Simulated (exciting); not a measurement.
Set up this calculation in exciting (release sodium), as the native input.

- Task: band structure
- Functional: LDA
- Potentials or basis: all-electron LAPW+lo, shipped species files, valence relativity zora
- rgkmax: 5
- k mesh: 5 × 5 × 5
- Occupations: gaussian, width 0.05 eV
- Spin: spin-orbit coupling, no magnetisation
- outputlevel: normal
- gmaxvr (cutoff of density and potential): 14 1/bohr
- lmaxapw (and lmaxmat): 10
- lmaxvr: 8
- nempty: 46
- Valence relativity: zora
- epsengy: 1e-05 Ha
- epspot: 1e-05 Ha
- maxscl: 60
- Muffin-tin radii: Cs 2.3, H 1.1 bohr

Crystal: CsH.

```
CELL_PARAMETERS angstrom
3.81841 0.00000 0.00000
0.00000 3.81841 0.00000
0.00000 0.00000 3.81841
ATOMIC_POSITIONS crystal
Cs 0.00000 0.00000 0.00000
H 0.50000 0.50000 0.50000
```

The cell comes from a database or a generator and needn't be the stable form of this composition.

These files were run (other wordings do the same):

input.xml

```xml
<input>
  <title>CsH</title>
  <structure speciespath="./" tshift="false">
    <crystal scale="1">
      <basevect>7.215746372532 0.000000000000 0.000000000000</basevect>
      <basevect>0.000000000000 7.215746372532 0.000000000000</basevect>
      <basevect>0.000000000000 0.000000000000 7.215746372532</basevect>
    </crystal>
    <species speciesfile="Cs.xml" rmt="2.3">
      <atom coord="0.000000000000 0.000000000000 0.000000000000"/>
    </species>
    <species speciesfile="H.xml" rmt="1.1">
      <atom coord="0.500000000000 0.500000000000 0.500000000000"/>
    </species>
  </structure>
  <groundstate do="fromscratch" ngridk="5 5 5" rgkmax="5" gmaxvr="14" lmaxapw="10" lmaxmat="10" lmaxvr="8" xctype="LDA_PW" stype="Gaussian" swidth="0.00183747" nempty="46" ValenceRelativity="zora" epsengy="1e-05" epspot="1e-05" maxscl="60" outputlevel="normal">
    <spin spinorb="true"/>
  </groundstate>
  <properties>
    <bandstructure>
      <plot1d>
        <path steps="80">
          <point coord="0 0 0" label="G"/>
          <point coord="0 0.5 0" label="X"/>
          <point coord="0.5 0.5 0" label="M"/>
          <point coord="0 0 0" label="G"/>
          <point coord="0.5 0.5 0.5" label="R"/>
          <point coord="0 0.5 0" label="X" breakafter="true"/>
          <point coord="0.5 0.5 0" label="M"/>
          <point coord="0.5 0.5 0.5" label="R"/>
        </path>
      </plot1d>
    </bandstructure>
    <chargedensityplot>
      <plot3d>
        <box grid="20 20 20">
          <origin coord="0 0 0"/>
          <point coord="1 0 0"/>
          <point coord="0 1 0"/>
          <point coord="0 0 1"/>
        </box>
      </plot3d>
    </chargedensityplot>
    <elfplot>
      <plot3d>
        <box grid="20 20 20">
          <origin coord="0 0 0"/>
          <point coord="1 0 0"/>
          <point coord="0 1 0"/>
          <point coord="0 0 1"/>
        </box>
      </plot3d>
    </elfplot>
    <exccplot>
      <plot3d>
        <box grid="20 20 20">
          <origin coord="0 0 0"/>
          <point coord="1 0 0"/>
          <point coord="0 1 0"/>
          <point coord="0 0 1"/>
        </box>
      </plot3d>
    </exccplot>
  </properties>
</input>
```

Potentials or basis: all-electron LAPW+lo, shipped species files, valence relativity zora.

Launch:

```bash
$ OMP_NUM_THREADS=1 exciting_smp
```

Results of the run:

- Band gap along the path: 2.30 eV, indirect (least direct gap 2.47 eV)
- All electrons inside the program's atomic spheres: Cs 51.69; H 0.45 (radii Cs 2.3, H 1.1 bohr)

Caveat: total energies with spin-orbit coupling aren't reliable in this program, so none is listed and the log's shouldn't be used.

Run time: 3.4 min on 1 thread of Arm Neoverse V1 (shared host), peak memory 0.19 GiB.
